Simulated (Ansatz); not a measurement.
## How CdF$_{2}$ answers to pressure

```
Cd F
1.0
     0.00000    2.69400    2.69400
     2.69400    0.00000    2.69400
     2.69400    2.69400    0.00000
Cd F
1 2
Cartesian
  0.0000 0.0000 0.0000
  1.3470 1.3470 1.3470
  4.0410 4.0410 4.0410
```

The cell comes from COD entry 9009006, which wasn't checked; take it as a given geometry.

Computed with DFT, LDA, all-electron LAPW, scalar-relativistic (Ansatz 0.2.0).

Numerical set-up: a Γ-centred 8×8×8 k mesh, Fermi–Dirac smearing of 0.02 eV, basis error target 1 meV/atom, no spin polarisation.

The cell is scaled evenly with fractional coordinates held. Semilocal gaps are too small, but their slopes usually carry over better; a slope of a few tenths of an eV per unit of ln V is near zero and can change sign within a few per cent of volume.

| V/V(cell) | P (GPa) | gap on the k mesh (eV) |
| --- | --- | --- |
| 0.9400 | 1.49 | 3.016 |
| 0.9600 | -1.20 | 2.940 |
| 0.9800 | -3.57 | 2.867 |
| 0.9900 | -4.66 | 2.831 |
| 1.0000 | -5.67 | 2.796 |
| 1.0100 | -6.63 | 2.761 |
| 1.0200 | -7.53 | 2.727 |
| 1.0400 | -9.17 | 2.659 |

(1) From the rows at 0.9900 and 1.0100, what is the bulk modulus at the cell's volume?

(2) What are the gap's volume deformation potential and pressure coefficient?

(3) Predict the row at V/V(cell) = 1.0600. How far is a linear estimate of P off?

## Answers

(1) B = −ΔP/Δln V = −[(-6.63) − (-4.66)]/0.02000 = 98.5 GPa. This is the modulus at -5.67 GPa, not at zero pressure.

(2) dEg/dln V = (2.761 − 2.831)/0.02000 = -3.50 eV, and dEg/dP = −(dEg/dln V)/B = 36 meV/GPa: pressure widens the gap.

(3) P = -10.61 GPa, gap 2.593 eV. The linear estimate P(cell) − B ln(V/V(cell)) = -11.41 GPa misses by 0.80 GPa, since the modulus falls on expansion.
